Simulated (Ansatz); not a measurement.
Zinc-blende AlSb, treated with PBE-D3(BJ) (Ansatz, a program for electronic structure, plane waves, PAW).

Settings: plane-wave cutoff 520 eV, 10×10×10 k mesh, Fermi–Dirac smearing 0.01 eV, scalar-relativistic PAW data made under PBE.

Computed at the level's own relaxed cell.

**Question.** Predict the pressure derivative B′ of the bulk modulus, equilibrium lattice constant a and band gap.

**Answer.** 
- pressure derivative B′ of the bulk modulus = 4.4
- equilibrium lattice constant a = 6.149 Å
- band gap = 1.22 eV

Measured, for comparison: band gap 1.73 eV (zero-point renormalisation of 35 meV (experimental, the table's column) added back here, indirect; inputs from Miglio et al. (2020), arXiv:2011.12765); lattice constant a 6.128 Å (low temperature, thermal expansion removed or low-temperature value; zero-point expansion not removed; as tabulated in Zhang et al. (2018), doi:10.1088/1367-2630/aac7f0). Computed (rounded) less measured: lattice constant a +0.3 %.

Spin–orbit coupling is not included; with these elements it can move the gap by several tenths of an eV or more.

It cost about 70 core-seconds (a rough figure) of CPU time.
